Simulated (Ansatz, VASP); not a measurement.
## Sr: VASP beside Ansatz

File INCAR:

```
PREC = Accurate
ENCUT = 520
EDIFF = 1E-6
ISMEAR = -1
SIGMA = 0.08
LREAL = False
LASPH = True
NELM = 60
ALGO = Normal
ISIF = 2
LWAVE = False
LCHARG = True
GGA = PS
LELF = True
LVHAR = True
NBANDS = 11
```

File KPOINTS:

```
Automatic mesh
0
Gamma
  11 11 11
```

Contents of POSCAR:

```
Sr
1.0
   -1.7928277604      1.7928277604      1.7928277604
    1.7928277604     -1.7928277604      1.7928277604
    1.7928277604      1.7928277604     -1.7928277604
Sr
1
Direct
    0.0000000000      0.0000000000      0.0000000000
```

Input for Ansatz:

```yaml
crystal:
  lattice:
    - [-1.7928277604, 1.7928277604, 1.7928277604]
    - [1.7928277604, -1.7928277604, 1.7928277604]
    - [1.7928277604, 1.7928277604, -1.7928277604]
  atoms:
    - { symbol: Sr, position: [0.0, 0.0, 0.0] }
kpoints:
  mp_grid: { grid: [11, 11, 11] }
scf:
  occupations: { method: fermi_dirac, width: 0.08 }
hamiltonian:
  xc: pbesol
  pseudopotentials: { kind: all_electron, lapw: { basis_error: 0.001 } }
output:
  forces: true
  stress: true
  eigenvalues: true
  populations: true
```

Change from the starting cell: volume scaled by 0.45, LAPW.

Alike in both runs: task single point; functional PBEsol; k mesh 11 × 11 × 11; occupations fermi-dirac, width 0.08 eV; no spin polarisation.

|  | VASP | Ansatz |
| --- | --- | --- |
| version | VASP 6.6.1 | Ansatz 0.2.0 |
| potentials or method | VASP PAW PBE potentials, release 64 (Sr_sv) | all-electron LAPW, scalar-relativistic |
| plane-wave cutoff (eV) | 520 | see its input |

```csv
,VASP,Ansatz,Ansatz less VASP
pressure (GPa),33.0,32.4,-0.55
```

Ansatz ran all-electron here, so the differences hold the error of VASP's frozen core and of both bases.

Caveats: so large a pressure means that the cell lies far from this level's equilibrium, or that cutoff or potentials fall short (VASP); the potentials were made for another functional, which shifts forces and pressure (VASP).
